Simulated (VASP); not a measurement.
# InSb (F-43m) in VASP: band structure with PBEsol

Aim: the band structure of InSb with PBEsol.

Program: VASP 6.6.1. These are calculated values, not measurements. Logs are shortened: lines on timing, memory, paths and dates and some standing lists are left out, and cuts for length are marked.

**What was measured.**

“Electronic Structure and Epitaxy of CdTe Shells on InSb Nanowires”, 2021, arxiv:2111.05126 quotes, for a bulk crystal of InSb: band gap 0.24 eV.

How close the calculation comes is told below.

### 1 Starting point

The structure is cubic, space group F-43m (No. 216). Conventional cell: a = 6.520 Å, b = 6.520 Å, c = 6.520 Å, α = 90.00°, β = 90.00°, γ = 90.00°. Around In (site symmetry -43m) lie 4 Sb at 2.82 Å. Around Sb (site symmetry -43m) lie 4 In at 2.82 Å.

### 2 Band structure, PBEsol

Contents of INCAR:

```
SYSTEM = InSb
PREC     = Accurate       ! precision mode
ENCUT    = 520            ! plane-wave cutoff, eV
EDIFF    = 1E-7           ! SCF threshold, eV
ISMEAR   = 0              ! smearing method
SIGMA    = 0.02           ! smearing width, eV
LREAL    = .FALSE.        ! projectors in reciprocal space
LASPH    = .TRUE.         ! aspherical terms in the spheres
NELM     = 80             ! most SCF steps
ALGO     = Normal         ! electronic algorithm
ISIF     = 2              ! what is computed and relaxed
LWAVE    = .FALSE.        ! write WAVECAR
LCHARG   = .FALSE.        ! write CHGCAR
GGA      = PS             ! functional
NBANDS   = 16             ! bands
```

Contents of KPOINTS:

```
Automatic mesh
0
G
  8 8 8
  0 0 0
```

Contents of POSCAR:

```
InSb                                    
1.0
    0.0000000000      3.2601865216      3.2601865216
    3.2601865216      0.0000000000      3.2601865216
    3.2601865216      3.2601865216      0.0000000000
  In              Sb            
     1     1
Direct
     0.0000000000000000    0.0000000000000000    0.0000000000000000
     0.2500000000000000    0.2500000000000000    0.2500000000000000
```

Contents of KPOINTS_OPT:

```
path GXWKGLUWLK,UX
10
line-mode
reciprocal
 0.0000000000  0.0000000000  0.0000000000  G
 0.5000000000  0.0000000000  0.5000000000  X

 0.5000000000  0.0000000000  0.5000000000  X
 0.5000000000  0.2500000000  0.7500000000  W

 0.5000000000  0.2500000000  0.7500000000  W
 0.3750000000  0.3750000000  0.7500000000  K

 0.3750000000  0.3750000000  0.7500000000  K
 0.0000000000  0.0000000000  0.0000000000  G

 0.0000000000  0.0000000000  0.0000000000  G
 0.5000000000  0.5000000000  0.5000000000  L

 0.5000000000  0.5000000000  0.5000000000  L
 0.6250000000  0.2500000000  0.6250000000  U

 0.6250000000  0.2500000000  0.6250000000  U
 0.5000000000  0.2500000000  0.7500000000  W

 0.5000000000  0.2500000000  0.7500000000  W
 0.5000000000  0.5000000000  0.5000000000  L

 0.5000000000  0.5000000000  0.5000000000  L
 0.3750000000  0.3750000000  0.7500000000  K

 0.6250000000  0.2500000000  0.6250000000  U
 0.5000000000  0.0000000000  0.5000000000  X
```

Potentials or basis: VASP PAW PBE potentials, release 64 (In_d, Sb).

Launch:

```console
cat potpaw_PBE.64/In_d/POTCAR potpaw_PBE.64/Sb/POTCAR > POTCAR
mpirun -np 1 vasp_std > vasp.out
```

OUTCAR:

```text
SYSTEM = InSb
   PREC = Accurate
   ENCUT = 520
   EDIFF = 1E-7
   ISMEAR = 0
   LREAL = .FALSE.
   LASPH = .TRUE.
   NELM = 80
   ISIF = 2
   GGA = PS

 ion  position               nearest neighbor table
   1  0.000  0.000  0.000-   2 2.82   2 2.82   2 2.82   2 2.82
   2  0.250  0.250  0.250-   1 2.82   1 2.82   1 2.82   1 2.82

  LATTYP: Found a face centered cubic cell.
 ALAT       =     6.5203730432

  Lattice vectors:

 A1 = (   0.0000000000,   3.2601865216,   3.2601865216)
 A2 = (   3.2601865216,   0.0000000000,   3.2601865216)
 A3 = (   3.2601865216,   3.2601865216,   0.0000000000)

Analysis of symmetry for initial positions (statically):
=====================================================================
 Subroutine PRICEL returns:
 Original cell was already a primitive cell.

 Routine SETGRP: Setting up the symmetry group for a
 face centered cubic supercell.

 Subroutine GETGRP returns: Found 24 space group operations
 (whereof 24 operations were pure point group operations)
 out of a pool of 48 trial point group operations.

The static configuration has the point symmetry T_d .

Analysis of symmetry for dynamics (positions and initial velocities):
=====================================================================
 Subroutine PRICEL returns:
 Original cell was already a primitive cell.

 Routine SETGRP: Setting up the symmetry group for a
 face centered cubic supercell.

 Subroutine GETGRP returns: Found 24 space group operations
 (whereof 24 operations were pure point group operations)
 out of a pool of 48 trial point group operations.

The dynamic configuration has the point symmetry T_d .

 Subroutine INISYM returns: Found 24 space group operations
 (whereof 24 operations are pure point group operations),
 and found     1 'primitive' translations

----------------------------------------------------------------------------------------

                                     Primitive cell

  volume of cell :      69.3038

  direct lattice vectors                    reciprocal lattice vectors
     0.000000000  3.260186522  3.260186522    -0.153365458  0.153365458  0.153365458
     3.260186522  0.000000000  3.260186522     0.153365458 -0.153365458  0.153365458
     3.260186522  3.260186522  0.000000000     0.153365458  0.153365458 -0.153365458

  length of vectors
     4.610599995  4.610599995  4.610599995     0.265636766  0.265636766  0.265636766

  position of ions in fractional coordinates (direct lattice)
     0.000000000  0.000000000  0.000000000
     0.250000000  0.250000000  0.250000000

  ion indices of the primitive-cell ions
   primitive index   ion index
                 1           1
                 2           2

----------------------------------------------------------------------------------------

 KPOINTS: Automatic mesh

Automatic generation of k-mesh.
 Grid dimensions read from file:
 generate k-points for:    8    8    8

 Generating k-lattice:

  Cartesian coordinates                     Fractional coordinates (reciprocal lattice)
    -0.019170682  0.019170682  0.019170682     0.125000000  0.000000000  0.000000000
     0.019170682 -0.019170682  0.019170682     0.000000000  0.125000000  0.000000000
     0.019170682  0.019170682 -0.019170682     0.000000000  0.000000000  0.125000000

  Length of vectors
     0.033204596  0.033204596  0.033204596

  Shift w.r.t. Gamma in fractional coordinates (k-lattice)
     0.000000000  0.000000000  0.000000000

 Subroutine IBZKPT returns following result:
 ===========================================

 Found     29 irreducible k-points:

 Following reciprocal coordinates:
            Coordinates               Weight
  0.000000  0.000000  0.000000      1.000000
  0.125000  0.000000  0.000000      8.000000
  0.250000  0.000000  0.000000      8.000000
  0.375000  0.000000  0.000000      8.000000
  0.500000  0.000000  0.000000      4.000000
  0.125000  0.125000  0.000000      6.000000
[... 16 lines left out ...]
  0.500000  0.250000  0.125000     48.000000
 -0.375000  0.250000  0.125000     24.000000
 [... further k-points ...]
   k-points           NKPTS =     29   k-points in BZ     NKDIM =     29   number of bands    NBANDS=     16
   number of dos      NEDOS =    301   number of ions     NIONS =      2
   total plane-waves  NPLWV =  46656
   dimension x,y,z NGX =    36 NGY =   36 NGZ =   36
   dimension x,y,z NGXF=    72 NGYF=   72 NGZF=   72
   ions per type =               1   1
   NGX,Y,Z   is equivalent  to a cutoff of  12.98, 12.98, 12.98 a.u.
   NGXF,Y,Z  is equivalent  to a cutoff of  25.96, 25.96, 25.96 a.u.
 SYSTEM =  InSb
   PREC   = accura    normal or accurate (medium, high low for compatibility)
   ISTART =      0    job   : 0-new  1-cont  2-samecut
   ICHARG =      2    charge: 1-file 2-atom 10-const
   ISPIN  =      1    spin polarized calculation?
   LNONCOLLINEAR =      F non collinear calculations
   LSORBIT =      F    spin-orbit coupling
   LASPH  =      T    aspherical Exc in radial PAW
   ENCUT  =  520.0 eV  38.22 Ry    6.18 a.u.   8.57  8.57  8.57*2*pi/ulx,y,z
   NELM   =     80;   NELMIN=  2; NELMDL= -5     # of ELM steps
   EDIFF  = 0.1E-06   stopping-criterion for ELM
   LREAL  =      F    real-space projection
   EDIFFG = 0.1E-05   stopping-criterion for IOM
   NSW    =      0    number of steps for IOM
   IBRION =     -1    ionic relax: 0-MD 1-quasi-New 2-CG
   NFREE  =      0    steps in history (QN), initial steepest desc. (CG)
   ISIF   =      2    stress and relaxation
   ISYM   =      2    0-nonsym 1-usesym 2-fastsym
   POTIM  = 0.5000    time-step for ionic-motion
   TEBEG  =    0.0;   TEEND  =   0.0 temperature during run
   PSTRESS=    0.0 pullay stress
   NELECT =      18.0000    total number of electrons
   NUPDOWN=      -1.0000    fix difference up-down
   EMIN   =  10.00;   EMAX   =-10.00  energy-range for DOS
   EFERMI =   0.00;   METHOD = LEGACY
   ISMEAR =     0;   SIGMA  =   0.02  broadening in eV -4-tet -1-fermi 0-gaus
   EFERMI_NEDOS =   21; number of points for ismear=-14 and -15
   IALGO  =     38    algorithm
   IMIX   =      4    mixing-type and parameters
     AMIX     =   0.40;   BMIX     =  1.00
     AMIX_MAG =   1.60;   BMIX_MAG =  1.00
  volume/ion in A,a.u.               =      34.65       233.84
  Fermi-wavevector in a.u.,A,eV,Ry     =   1.044511  1.973840 14.844014  1.091004
  Thomas-Fermi vector in A             =   2.179267
   LORBIT       =      0    0 simple, 1 ext, 2 COOP (PROOUT), +10 PAW based schemes
   GGA     = PS    functional components
   LHFCALC =     F    Hartree Fock is set to
   AEXX    =    0.0000 exact exchange contribution
   IVDW    =     0    specifies the selected vdW correction
   LEPSILON=     F    determine dielectric tensor
   LRPA    =     F    only Hartree local field effects (RPA)
 non-spin polarized calculation
 Gauss-broadening in eV      SIGMA  =   0.02
  energy-cutoff  :      520.00
  volume of cell :       69.30
 maximum number of plane-waves:      1892
 NGX is ok and might be reduce to    36
   NGX = 17   NGY = 17   NGZ = 17

 number of electron      17.9999994 magnetization

 Free energy of the ion-electron system (eV)
  ---------------------------------------------------
  ext. energy  EPLUGINS =         0.00000000
  ---------------------------------------------------
  free energy    TOTEN  =        -7.69574646 eV

  energy without entropy =       -7.69568621  energy(sigma->0) =       -7.69571634

 E-fermi :   4.7705     XC(G=0):  -8.7869

 val. band max:        4.7643669477   @ k =   0.0000   0.0000   0.0000
 cond. band min:       5.2024101730   @ k =   0.5000   0.0000   0.0000
 fundamental gap:      0.4380432253
 Fermi energy:         4.7704583007

 k-point     1 :       0.0000    0.0000    0.0000
  band No.  band energies     occupation
      1      -9.7379      2.00000
      2      -9.7379      2.00000
      3      -9.7379      2.00000
      4      -9.6566      2.00000
      5      -9.6566      2.00000
      6      -5.8647      2.00000
[... 8 lines left out ...]
     15      13.0093      0.00000
     16      13.0093      0.00000

 k-point     2 :       0.1250    0.0000    0.0000
  band No.  band energies     occupation
      1      -9.7447      2.00000
      2      -9.7348      2.00000
      3      -9.7348      2.00000
      4      -9.6569      2.00000
      5      -9.6569      2.00000
      6      -5.7264      2.00000
[... 8 lines left out ...]
     15      12.2047      0.00000
     16      12.2047      0.00000

 k-point     3 :       0.2500    0.0000    0.0000
  band No.  band energies     occupation
      1      -9.7609      2.00000
      2      -9.7280      2.00000
      3      -9.7280      2.00000
      4      -9.6568      2.00000
      5      -9.6568      2.00000
      6      -5.3389      2.00000
[... 8 lines left out ...]
     15      11.9974      0.00000
     16      11.9974      0.00000

 k-point     4 :       0.3750    0.0000    0.0000
  band No.  band energies     occupation
      1      -9.7768      2.00000
      2      -9.7221      2.00000
      3      -9.7221      2.00000
      4      -9.6557      2.00000
      5      -9.6557      2.00000
      6      -4.8242      2.00000
[... 8 lines left out ...]
     15      12.7989      0.00000
     16      12.7989      0.00000
[... 324 lines left out ...]
 k-point    22 :       0.3750    0.2500    0.1250
  band No.  band energies     occupation
      1      -9.7777      2.00000
      2      -9.7199      2.00000
      3      -9.7175      2.00000
      4      -9.6626      2.00000
      5      -9.6534      2.00000
      6      -5.0081      2.00000
[... 8 lines left out ...]
     15      13.2502      0.00000
     16      13.4881      0.00000

 k-point    23 :       0.5000    0.2500    0.1250
  band No.  band energies     occupation
      1      -9.7883      2.00000
      2      -9.7161      2.00000
      3      -9.7117      2.00000
      4      -9.6620      2.00000
      5      -9.6539      2.00000
      6      -4.5296      2.00000
[... 8 lines left out ...]
     15      13.1883      0.00000
     16      14.1144      0.00000

 k-point    24 :      -0.3750    0.2500    0.1250
  band No.  band energies     occupation
      1      -9.7924      2.00000
      2      -9.7152      2.00000
      3      -9.7094      2.00000
      4      -9.6605      2.00000
      5      -9.6550      2.00000
      6      -4.2678      2.00000
[... 8 lines left out ...]
     15      13.6414      0.00000
     16      14.0992      0.00000

 [... further k-points ...]

------------------------ aborting loop because EDIFF is reached ----------------------------------------

  FORCE on cell =-STRESS in cart. coord.  units (eV):
  Direction    XX          YY          ZZ          XY          YZ          ZX
  --------------------------------------------------------------------------------------
  -------------------------------------------------------------------------------------
  Total       -0.0009938     -0.0009938     -0.0009938      0.0000000      0.0000000     -0.0000000
  in kB       -0.0229750     -0.0229750     -0.0229750      0.0000000      0.0000000     -0.0000000
  external PRESSURE =      -0.0229750 kB  Pullay stress =       0.0000000 kB

 VOLUME and BASIS-vectors are now :
 -----------------------------------------------------------------------------
  energy-cutoff  :      520.00
  volume of cell :       69.30
      direct lattice vectors                 reciprocal lattice vectors
     0.000000000  3.260186522  3.260186522    -0.153365458  0.153365458  0.153365458
     3.260186522  0.000000000  3.260186522     0.153365458 -0.153365458  0.153365458
     3.260186522  3.260186522  0.000000000     0.153365458  0.153365458 -0.153365458

 POSITION                                       TOTAL-FORCE (eV/Angst)
 -----------------------------------------------------------------------------------
      0.00000      0.00000      0.00000        -0.000000      0.000000      0.000000
      1.63009      1.63009      1.63009         0.000000     -0.000000     -0.000000
 -----------------------------------------------------------------------------------
    total drift:                               -0.000000     -0.000000     -0.000000

  FREE ENERGIE OF THE ION-ELECTRON SYSTEM (eV)
  ---------------------------------------------------
  free  energy   TOTEN  =        -7.6957464648 eV

  energy  without entropy=       -7.6956862060  energy(sigma->0) =       -7.69571634
```

Run time: 44 s. Hardware: 1 thread of Intel Xeon Platinum 8488C (Sapphire Rapids), shared host; peak memory 0.22 GiB.

What came out:

| Property | Result |
| --- | --- |
| Free energy | -7.6957 eV |
| Pressure | 0.0 GPa |
| Band gap along the path | none (metal or under the smearing width) |

Levels at the corners of the path, in eV from the Fermi level:
```csv
point,band 6,band 7,band 8,band 9,band 10,band 11,band 12,band 13
Γ,-10.64,-0.38,-0.01,-0.01,-0.01,2.93,2.93,2.93
X,-8.72,-5.88,-2.22,-2.22,1.27,1.28,8.00,8.00
X,-8.72,-5.88,-2.22,-2.22,1.27,1.28,8.00,8.00
W,-8.68,-5.77,-2.82,-2.69,3.41,3.91,4.13,4.85
W,-8.68,-5.77,-2.82,-2.69,3.41,3.91,4.13,4.85
K,-8.76,-5.74,-3.07,-1.88,1.55,3.61,6.13,6.34
K,-8.76,-5.74,-3.07,-1.88,1.55,3.61,6.13,6.34
Γ,-10.64,-0.38,-0.01,-0.01,-0.01,2.93,2.93,2.93
Γ,-10.64,-0.38,-0.01,-0.01,-0.01,2.93,2.93,2.93
L,-9.31,-5.58,-0.99,-0.99,0.43,3.77,3.77,5.96
L,-9.31,-5.58,-0.99,-0.99,0.43,3.77,3.77,5.96
U,-8.76,-5.74,-3.07,-1.88,1.55,3.61,6.13,6.34
U,-8.76,-5.74,-3.07,-1.88,1.55,3.61,6.13,6.34
W,-8.68,-5.77,-2.82,-2.69,3.41,3.91,4.13,4.85
W,-8.68,-5.77,-2.82,-2.69,3.41,3.91,4.13,4.85
L,-9.31,-5.58,-0.99,-0.99,0.43,3.77,3.77,5.96
L,-9.31,-5.58,-0.99,-0.99,0.43,3.77,3.77,5.96
K,-8.76,-5.74,-3.07,-1.88,1.55,3.61,6.13,6.34
U,-8.76,-5.74,-3.07,-1.88,1.55,3.61,6.13,6.34
X,-8.72,-5.88,-2.22,-2.22,1.27,1.28,8.00,8.00
```

Caveat: the PAW data sets were made with another functional, which shifts forces and pressure a little; spin-orbit coupling is left out, which moves the levels of the heavy elements; this crystal is a semiconductor, whose small gap the functional closes, so the metal is an error of the method.

### 3 Against experiment

Step 2. A measured gap of InSb is 0.24 eV (quoted in “Electronic Structure and Epitaxy of CdTe Shells on InSb Nanowires”, 2021, arxiv:2111.05126); the calculated 0.00 eV misses it by -0.24 eV. Spin-orbit coupling on In, Sb is left out. The value is that of PBEsol, without temperature or zero-point motion. Semilocal functionals fall short of measured gaps as a rule.
